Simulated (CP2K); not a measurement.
Runs of CP2K 2026.2 on Pt. It takes space group Fm-3m (No. 225, cubic). The conventional cell has a = 3.922 Å, b = 3.922 Å, c = 3.922 Å, α = 90.00°, β = 90.00°, γ = 90.00°. Pt (site symmetry m-3m) has 12 Pt at 2.77 Å as nearest neighbours. 

| task | level | potentials or basis | cell | smearing | EPS_DEFAULT | NGRIDS | basis sets | potentials | CUTOFF of the grids | gap on the mesh (eV) | pressure (GPa) | V0 of scaled cells (Å³/atom) | B0 (GPa) |
| --- | --- | --- | --- | --- | --- | --- | --- | --- | --- | --- | --- | --- | --- |
| equation of state | PBEsol | POTENTIAL_UZH Pt GTH-PBE-q18; TZVP-MOLOPT-PBE-GTH basis | as given | fermi-dirac 0.1 eV | 1.0E-10 | 5 | Pt TZVP-MOLOPT-PBE-GTH-q18 | Pt GTH-PBE-q18 of POTENTIAL_UZH | 450 Ry | - | - | (b) | 291 |
| equation of state | PBE | POTENTIAL_UZH Pt GTH-PBE-q18; TZVP-MOLOPT-PBE-GTH basis | as given | fermi-dirac 0.05 eV | 1.0E-10 | 5 | Pt TZVP-MOLOPT-PBE-GTH-q18 | Pt GTH-PBE-q18 of POTENTIAL_UZH | 450 Ry | - | - | (a) | 252 |
| single point | PBE | POTENTIAL_UZH Pt GTH-PBE-q18; TZVP-MOLOPT-PBE-GTH basis | as given | fermi-dirac 0.05 eV | 1.0E-10 | 5 | Pt TZVP-MOLOPT-PBE-GTH-q18 | Pt GTH-PBE-q18 of POTENTIAL_UZH | 450 Ry | none | 10.2 | - | - |
| band structure | PBE | POTENTIAL_UZH Pt GTH-PBE-q18; TZVP-MOLOPT-PBE-GTH basis | as given | fermi-dirac 0.05 eV | 1.0E-9 | 5 | Pt TZVP-MOLOPT-PBE-GTH-q18 | Pt GTH-PBE-q18 of POTENTIAL_UZH | 450 Ry | none | 10.2 | - | - |
| band structure | TB-mBJ | POTENTIAL_UZH Pt GTH-PBE-q18; TZVP-MOLOPT-PBE-GTH basis | as given | fermi-dirac 0.05 eV | 1.0E-9 | 4 | Pt TZVP-MOLOPT-PBE-GTH-q18 | Pt GTH-PBE-q18 of POTENTIAL_UZH | 675 Ry | none | - | - | - |
| single point | RPBE | POTENTIAL_UZH Pt GTH-PBE-q18; TZVP-MOLOPT-PBE-GTH basis | the cell as VASP's run set it | gaussian 0.02 eV | 1.0E-10 | 5 | Pt TZVP-MOLOPT-PBE-GTH-q18 | Pt GTH-PBE-q18 of POTENTIAL_UZH | 450 Ry | none | 14.1 | - | - |
| band structure | r2SCAN | POTENTIAL_UZH Pt GTH-SCAN-q18; TZVP-MOLOPT-SCAN-GTH basis | as given | fermi-dirac 0.05 eV | 1.0E-9 | 5 | Pt TZVP-MOLOPT-SCAN-GTH-q18 | Pt GTH-SCAN-q18 of POTENTIAL_UZH | 675 Ry | none | 7.8 | - | - |

Alike in all rows: no spin polarisation; k mesh 12 × 12 × 12.

**Question.** Estimate the missing entries.

**Answer.** (a) 15.64; (b) 15.08.

Caveats: the basis of atomic orbitals isn't converged, which shifts pressures, moduli and gaps; the potentials were made for another functional, which shifts forces and pressure (some runs); this is a model potential without an energy functional, so only levels have meaning (some runs).

A k mesh can miss the band edges, and the runs leave out spin-orbit coupling on Pt.

A gap of «none» marks a metal or a gap under the smearing width.

Not every run made on this cell is shown here.
